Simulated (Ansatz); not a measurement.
Consider the hydrogenolysis of a C–C bond: `C=CCCC` + H₂ → `C=CCC` + CH₄.

Computed with Ansatz on PBE0-D4/def2-TZVP structures; ΔE is electronic, products minus reactants. CCSD(T)/CBS adds triple-zeta CCSD(T) − MP2 to the extrapolated MP2 energy (def2 sets, frozen cores). This one scheme is used for every species. Functionals use def2-TZVPP. One conformer a species, not always the lowest.

`C=CCCC`:

Z-matrix (Å, degrees):
```
C
C 1 1.491
C 1 1.526 2 112.9
H 1 1.095 2 109.7 3 -122.7
H 1 1.098 2 109.3 3 120.8
C 2 1.326 1 125.2 3 119.3
H 2 1.089 1 115.9 3 -59.7
C 3 1.518 1 112.7 2 178.0
H 3 1.095 1 108.9 2 -59.6
H 3 1.096 1 109.2 2 55.8
H 6 1.084 2 121.7 1 -179.4
H 6 1.086 2 121.3 1 0.8
H 8 1.092 3 111.5 1 179.8
H 8 1.094 3 111.1 1 59.7
H 8 1.094 3 111.1 1 -60.0
```

H₂:

Cartesian coordinates in Å:
```
H -0.137 0.017 -0.347
H 0.137 -0.017 0.347
```

`C=CCC`:

Cartesian coordinates in Å:
```
C -0.772 -0.344 1.804
C 0.207 -0.160 0.931
C 0.110 0.660 -0.313
C 0.376 -0.158 -1.572
H -1.745 0.119 1.668
H -0.641 -0.960 2.686
H 1.166 -0.648 1.104
H -0.878 1.125 -0.366
H 0.840 1.477 -0.260
H 1.364 -0.624 -1.537
H -0.362 -0.956 -1.681
H 0.335 0.469 -2.465
```

CH₄:

Cartesian coordinates in Å:
```
C 0.000 0.000 0.000
H 0.214 0.911 0.559
H -0.586 0.246 -0.885
H -0.564 -0.688 0.629
H 0.936 -0.469 -0.303
```

| level | ΔE (kcal/mol) |
| --- | --- |
| r2SCAN0-D4 | -16.9 |
| ωB97M-V | -16.5 |

(1) What does CCSD(T)/CBS give? (An estimate is asked.)

Largest T1 diagnostic among the species: 0.010.

Results:

(1) Ansatz gave: -15.9 kcal/mol. The listed levels differ from it by -1.0, -0.6 kcal/mol.

In def2-TZVPP, CCSD(T) changes the Hartree–Fock value by +4.3 kcal/mol (the triples alone add +0.8 kcal/mol) and MP2 by +5.0 kcal/mol. Leaving LDA and LC-ωPBE aside and taking each functional with its dispersion term where it has one, the values, not all of them listed here, spread over 3.1 kcal/mol, from B97M-V to revPBE-D4. LDA lies +2.2 kcal/mol from PBE without D4. The D4 term adds +1.8 kcal/mol with B3LYP and +1.0 kcal/mol with PBE0; it sums over pairs of atoms, weighted by their polarisabilities, and B3LYP, whose exchange is more repulsive, gets the larger term.

B3LYP here is the variant with VWN-RPA as its local correlation; programs differ in this.

CCSD(T)/CBS has its own doubt, a few kJ/mol and more with outer-core shells, so smaller differences from it don't rank the levels.
